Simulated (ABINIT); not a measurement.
A run of ABINIT 10.8.3 (patched build) is set up as follows.

Contents of run.abi:

```
pp_dirpath "./"
pseudos "Cd.upf, F.upf"

acell 3.809891337 3.809891337 3.809891337 Angstrom
rprim
     0.0000000000     0.7071067812     0.7071067812
     0.7071067812     0.0000000000     0.7071067812
     0.7071067812     0.7071067812     0.0000000000
ntypat 2
znucl 48 9
natom 3
typat 1 2 2
xred
     0.0000000000     0.0000000000     0.0000000000
     0.7500000000     0.7500000000     0.7500000000
     0.2500000000     0.2500000000     0.2500000000

ecut 46.0

kptopt 1
ngkpt 7 7 7
nshiftk 1
shiftk 0.0 0.0 0.0

ixc 7

nband 21
occopt 3
tsmear 0.05 eV

nstep 100
tolvrs 1.0e-10

iomode 3
prtwf 0
prtden 0
prteig 0
prtebands 0
enunit 1
```

Potentials or basis: PseudoDojo NC SR LDA v0.4.1 standard.

Command:

```console
$ mpirun --bind-to none -np 4 abinit run.abi > log 2>&1
```

Q: Estimate the band gap on the k mesh.

A: 2.88 eV, indirect (least direct gap 3.29 eV).

Caveat: an odd mesh through Γ misses points on the zone boundary, where band edges often lie. A hybrid or GW would open this gap; LDA tends to underestimate it.
